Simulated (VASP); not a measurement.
# BaO (Fm-3m) in VASP: Born charges and dielectric tensor with LDA

Aim: the Born charges and dielectric tensor of BaO with LDA.

All numbers are computed with VASP 6.6.1; they aren't measurements. Logs are shortened: lines on timing, memory, paths and dates and some standing lists are left out, and cuts for length are marked.

## (1) The structure

The structure is cubic, space group Fm-3m (No. 225). The conventional cell has a = 5.581 Å, b = 5.581 Å, c = 5.581 Å, α = 90.00°, β = 90.00°, γ = 90.00°. Around Ba (site symmetry m-3m) lie 6 O at 2.79 Å. O (site symmetry m-3m) has 6 Ba at 2.79 Å as nearest neighbours.

The cell is a database's computed one.

## (2) Born charges and dielectric tensor, LDA

INCAR reads:

```
  ALGO = Normal
  EDIFF = 1E-8
  ENCUT = 600
  GGA = CA
  IBRION = 8
  ISIF = 2
  ISMEAR = 0
  LASPH = T
  LCHARG = F
  LEPSILON = T
  LREAL = F
  LWAVE = F
  NELM = 80
  NSW = 1
  PREC = Accurate
  SIGMA = 0.02
```

KPOINTS reads:

```
k-points
0
Gamma
  8 8 8
```

POSCAR reads:

```
BaO
1.0
    0.0000000000      2.7903917100      2.7903917100
    2.7903917100      0.0000000000      2.7903917100
    2.7903917100      2.7903917100      0.0000000000
Ba O
1 1
Direct
    0.0000000000      0.0000000000      0.0000000000
    0.5000000000      0.5000000000      0.5000000000
```

Potentials or basis: VASP PAW LDA potentials, release 64 (Ba_sv, O).

On the command line:

```console
$ cat potpaw_LDA.64/Ba_sv/POTCAR potpaw_LDA.64/O/POTCAR > POTCAR
$ mpirun -np 1 vasp_std > vasp.out
```

OUTCAR:

```text
EDIFF = 1E-8
   ENCUT = 600
   GGA = CA
   IBRION = 8
   ISIF = 2
   ISMEAR = 0
   LASPH = T
   LEPSILON = T
   LREAL = F
   NELM = 80
   NSW = 1
   PREC = Accurate

 ion  position               nearest neighbor table
   1  0.000  0.000  0.000-   2 2.79   2 2.79   2 2.79   2 2.79   2 2.79   2 2.79
   2  0.500  0.500  0.500-   1 2.79   1 2.79   1 2.79   1 2.79   1 2.79   1 2.79

  LATTYP: Found a face centered cubic cell.
 ALAT       =     5.5807834200

  Lattice vectors:

 A1 = (   0.0000000000,   2.7903917100,   2.7903917100)
 A2 = (   2.7903917100,   0.0000000000,   2.7903917100)
 A3 = (   2.7903917100,   2.7903917100,   0.0000000000)

Analysis of symmetry for initial positions (statically):
=====================================================================
 Subroutine PRICEL returns:
 Original cell was already a primitive cell.

 Routine SETGRP: Setting up the symmetry group for a
 face centered cubic supercell.

 Subroutine GETGRP returns: Found 48 space group operations
 (whereof 48 operations were pure point group operations)
 out of a pool of 48 trial point group operations.

The static configuration has the point symmetry O_h .

Analysis of symmetry for dynamics (positions and initial velocities):
=====================================================================
 Subroutine PRICEL returns:
 Original cell was already a primitive cell.

 Routine SETGRP: Setting up the symmetry group for a
 face centered cubic supercell.

 Subroutine GETGRP returns: Found 48 space group operations
 (whereof 48 operations were pure point group operations)
 out of a pool of 48 trial point group operations.

The dynamic configuration has the point symmetry O_h .

 Subroutine INISYM returns: Found 48 space group operations
 (whereof 48 operations are pure point group operations),
 and found     1 'primitive' translations

[... 595 lines left out ...]

 MACROSCOPIC STATIC DIELECTRIC TENSOR (including local field effects in DFT)
 ------------------------------------------------------
           4.336426    -0.000000    -0.000000
          -0.000000     4.336426     0.000000
          -0.000000    -0.000000     4.336426
 ------------------------------------------------------

 PIEZOELECTRIC TENSOR (including local field effects)  for field in x, y, z        (e  Angst)
          XX          YY          ZZ          XY          YZ          ZX
  --------------------------------------------------------------------------------
  x     0.00000     0.00000     0.00000     0.00000     0.00000     0.00000
  y     0.00000     0.00000     0.00000     0.00000     0.00000     0.00000
  z     0.00000     0.00000     0.00000     0.00000     0.00000     0.00000

 PIEZOELECTRIC TENSOR (including local field effects)  for field in x, y, z        (C/m^2)
          XX          YY          ZZ          XY          YZ          ZX
  --------------------------------------------------------------------------------
  x     0.00000     0.00000     0.00000     0.00000     0.00000     0.00000
  y     0.00000     0.00000     0.00000     0.00000     0.00000     0.00000
  z     0.00000     0.00000     0.00000     0.00000     0.00000     0.00000

 BORN EFFECTIVE CHARGES (including local field effects) (in |e|, cummulative output)
 ---------------------------------------------------------------------------------
 ion    1
    1     2.73804     0.00000     0.00000
    2     0.00000     2.73804     0.00000
    3     0.00000     0.00000     2.73804
 ion    2
    1    -2.73804     0.00000     0.00000
    2    -0.00000    -2.73804     0.00000
    3    -0.00000     0.00000    -2.73804

 INTERNAL STRAIN TENSOR FOR ION    2 for displacements in x,y,z  (eV/Angst):
          X           Y           Z          XY          YZ          ZX
  --------------------------------------------------------------------------------
  x     0.00000     0.00000     0.00000     0.00000     0.00000     0.00000
  y     0.00000     0.00000     0.00000     0.00000     0.00000     0.00000
  z     0.00000     0.00000     0.00000     0.00000     0.00000     0.00000

 SECOND DERIVATIVES (NOT SYMMETRIZED)
 ------------------------------------
               1X          1Y          1Z          2X          2Y          2Z
  1X    -0.277341    0.000000    0.000000    0.277341    0.000000    0.000000
  1Y     0.000000   -0.277341    0.000000    0.000000    0.277341    0.000000
  1Z     0.000000    0.000000   -0.277341    0.000000    0.000000    0.277341
  2X     0.292449    0.000000    0.000000   -0.292449    0.000000    0.000000
  2Y     0.000000    0.292449    0.000000    0.000000   -0.292449    0.000000
  2Z     0.000000    0.000000    0.292449    0.000000    0.000000   -0.292449

 Eigenvectors and eigenvalues of the dynamical matrix
 ----------------------------------------------------

   1 f  =    2.227344 THz    13.994815 2PiTHz   74.296199 cm-1     9.211550 meV
             X         Y         Z           dx          dy          dz
      0.000000  0.000000  0.000000     0.286489   -0.132181   -0.000000
      2.790392  2.790392  2.790392    -0.861633    0.397543   -0.000000
[... 21 lines left out ...]
   6 f/i=    0.017684 THz     0.111111 2PiTHz    0.589870 cm-1     0.073135 meV
             X         Y         Z           dx          dy          dz
      0.000000  0.000000  0.000000    -0.236550   -0.918965    0.000000
      2.790392  2.790392  2.790392    -0.078652   -0.305552    0.000000

--------------------------------------------------------------------------------------------------------

 MACROSCOPIC STATIC DIELECTRIC TENSOR IONIC CONTRIBUTION
 ------------------------------------------------------
         109.542418     0.000000     0.000000
           0.000000   109.542418     0.000000
           0.000000     0.000000   109.542418
 ------------------------------------------------------

 ELASTIC MODULI CONTR FROM IONIC RELAXATION (kBar)
 Direction    XX          YY          ZZ          XY          YZ          ZX
 --------------------------------------------------------------------------------
 XX           0.0000      0.0000      0.0000      0.0000      0.0000      0.0000
 YY           0.0000      0.0000      0.0000      0.0000      0.0000      0.0000
 ZZ           0.0000      0.0000      0.0000      0.0000      0.0000      0.0000
 XY           0.0000      0.0000      0.0000      0.0000      0.0000      0.0000
 YZ           0.0000      0.0000      0.0000      0.0000      0.0000      0.0000
 ZX           0.0000      0.0000      0.0000      0.0000      0.0000      0.0000
 --------------------------------------------------------------------------------

 PIEZOELECTRIC TENSOR IONIC CONTR  for field in x, y, z        (C/m^2)
          XX          YY          ZZ          XY          YZ          ZX
  --------------------------------------------------------------------------------
  x     0.00000     0.00000     0.00000     0.00000     0.00000     0.00000
  y     0.00000     0.00000     0.00000     0.00000     0.00000     0.00000
  z     0.00000     0.00000     0.00000     0.00000     0.00000     0.00000
```

stdout:

```text
POSCAR found type information on POSCAR BaO
 POSCAR found :  2 types and       2 ions
 scaLAPACK will be used
 LDA part: xc-table for (Slater(with rela. corr.)+CA(PZ))
 , standard interpolation
 POSCAR, INCAR and KPOINTS ok, starting setup
 FFT: planning ... GRIDC
 FFT: planning ... GRID_SOFT
 FFT: planning ... GRID
[... 24 lines left out ...]
 Linear response to external field, progress :
  Direction:   3
 dielectric tensor                  component  3 :     0.008     0.115     4.336
 Linear response DOF=           2
 Linear response progress:
 first order change of Fermi-energy  -0.43668E-03
 force on displaced ion       1 direction 1 :  -0.277   0.000   0.000
 Born effective charge ion    1 direction 1 :   2.738   0.000   0.000
 Linear response progress:
 first order change of Fermi-energy   0.70576E-03
 force on displaced ion       2 direction 1 :  -0.292   0.000   0.000
 Born effective charge ion    2 direction 1 :  -2.738   0.000   0.000
 Born effective charges drift removed
 Linear response finished
```

Wall time 3.5 min (1 thread of Intel Xeon Platinum 8488C (Sapphire Rapids), shared host); peak memory 0.26 GiB.

Results:

- Band gap on the k mesh: 1.91 eV, direct
- Electronic dielectric tensor (diagonal): 4.34
- Born charges (mean of the diagonal): Ba +2.74; O -2.74 e
- Highest phonon frequency at Γ, LO-TO splitting left out: 74 cm⁻¹

Levels at points of the mesh, in eV from the valence-band top:
```
           k point  band 4  band 5  band 6  band 7  band 8  band 9  band 10  band 11  band 12
(0.00, 0.00, 0.00)  -10.30  -10.30   -0.30   -0.30   -0.30    3.24     4.62     4.62     4.62
(0.50, 0.00, 0.00)  -10.42  -10.42   -1.99   -1.41   -1.41    4.81     7.07     7.07     7.85
(0.50, 0.50, 0.00)  -10.86  -10.86   -0.13   -0.13    0.00    1.91     5.85     8.82     9.03
```

Phonon frequencies in cm⁻¹ (negative: imaginary):
| q point | frequencies |
| --- | --- |
| (0.000, 0.000, 0.000) | -1 -1 -1 74 74 74 |

Electronic dielectric tensor:
```
4.34 0.00 0.00
0.00 4.34 0.00
0.00 0.00 4.34
```

Born effective charge tensors (e):
atom 1, Ba
```
2.74 0.00 0.00
0.00 2.74 0.00
0.00 0.00 2.74
```
atom 2, O
```
-2.74  0.00  0.00
 0.00 -2.74  0.00
 0.00  0.00 -2.74
```

Caveat: spin-orbit coupling is left out, which moves the levels of the heavy elements.
